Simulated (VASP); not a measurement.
The system is HgSe.

```
Hg Se
1.0
     0.00000    3.03900    3.03900
     3.03900    0.00000    3.03900
     3.03900    3.03900    0.00000
Hg Se
1 1
Direct
  0.00000 0.00000 0.00000
  0.25000 0.25000 0.25000
```

* Program: VASP 6.6.1
* Task: relaxation of cell and atoms
* Functional: PBE
* Potentials or basis: VASP PAW PBE potentials, release 64 (Hg, Se)
* Cutoff: 600 eV
* k mesh: 10 × 10 × 10
* Occupations: gaussian, width 0.03 eV
* Spin: no spin polarisation

At the start: pressure 5.1 GPa; volume 28.07 Å³/atom.

Where does the relaxation end?

Over 3 steps the energy falls by 39.3 meV/atom and the volume is 30.79 Å³/atom (+9.7 %); space group F-43m (No. 216, to 0.05 Å).

Step by step:
```csv
step,energy change (eV),largest force (eV/Å),pressure (GPa),volume (Å³)
1,0.0000,0.0000,5.06,56.13
2,-0.0702,0.0000,-1.26,63.64
3,-0.0785,0.0000,0.02,61.59
```

Final structure:
```xyz
2
Lattice="0.0000 3.1344 3.1344 3.1344 0.0000 3.1344 3.1344 3.1344 0.0000" Properties=species:S:1:pos:R:3 pbc="T T T"
Hg    0.0000    0.0000    0.0000
Se    1.5672    1.5672    1.5672
```
